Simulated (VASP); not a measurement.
Wanted: the native input for a VASP 6.6.1 run.

| Item | Value |
| --- | --- |
| Task | single point |
| Functional | r2SCAN |
| Potentials or basis | VASP PAW PBE potentials, release 64 (Ca_sv) |
| Cutoff | 520 eV |
| k mesh | 4 × 4 × 4 |
| Occupations | gaussian, width 0.1 eV |
| Spin | no spin polarisation |
| Dipole correction | no |
| Further INCAR settings | ALGO = Normal; EDIFF = 1e-06; NBANDS = 28 |

Crystal: Ca.

```
CELL_PARAMETERS angstrom
2.99701 -5.07938 0.00000
2.99701 5.07938 0.00000
0.00000 0.00000 6.00200
ATOMIC_POSITIONS crystal
Ca 0.15250 0.84750 0.07850
Ca 0.65250 0.34750 0.42150
Ca 0.84750 0.15250 0.92150
Ca 0.34750 0.65250 0.57850
```

The cell was built by a generator and needn't be a form met in nature.

One way to write it, as run:

POSCAR

```
Ca
1.0
    2.9970133809     -5.0793818907      0.0000000000
    2.9970133809      5.0793818907      0.0000000000
    0.0000000000      0.0000000000      6.0019998392
Ca
4
Direct
    0.1525000000      0.8475000000      0.0785000000
    0.6525000000      0.3475000000      0.4215000000
    0.8475000000      0.1525000000      0.9215000000
    0.3475000000      0.6525000000      0.5785000000
```

INCAR.step1

```
SYSTEM = Ca
PREC = Accurate ; ENCUT = 520
ISMEAR = 0 ; SIGMA = 0.1
LREAL = .False. ; LASPH = .True.
NELM = 100 ; NBANDS = 28
GGA = PE ; ALGO = Normal
EDIFF = 1E-4 ; LWAVE = .True.
LCHARG = .False.
```

INCAR.step2

```
SYSTEM = Ca
PREC = Accurate ; ENCUT = 520
EDIFF = 1E-6 ; ISMEAR = 0
SIGMA = 0.1 ; LREAL = .False.
LASPH = .True. ; NELM = 100
ALGO = Normal ; ISIF = 2
LWAVE = .False. ; LCHARG = .False.
METAGGA = R2SCAN ; LMIXTAU = .True.
NBANDS = 28 ; ISTART = 1
```

KPOINTS

```
Automatic mesh
0
Gamma
  4 4 4
  0 0 0
```

Potentials or basis: VASP PAW PBE potentials, release 64 (Ca_sv).

Command:

```sh
$ cat potpaw_PBE.64/Ca_sv/POTCAR > POTCAR
$ cp INCAR.step1 INCAR
$ mpirun -np 1 vasp_std > vasp.out
$ cp INCAR.step2 INCAR
$ mpirun -np 1 vasp_std > vasp.out
```

Results of the run:

The pressure is 1.7 GPa and the largest force is 0.180 eV/Å. The band gap on the k mesh is none (metal or under the smearing width).

Caveat: the PAW data sets were made with another functional, which shifts forces and pressure a little.

Run time: 4.4 min on 1 thread of Intel(R) Xeon(R) Platinum 8488C (Sapphire Rapids), with other jobs on the host, peak memory 0.39 GiB.
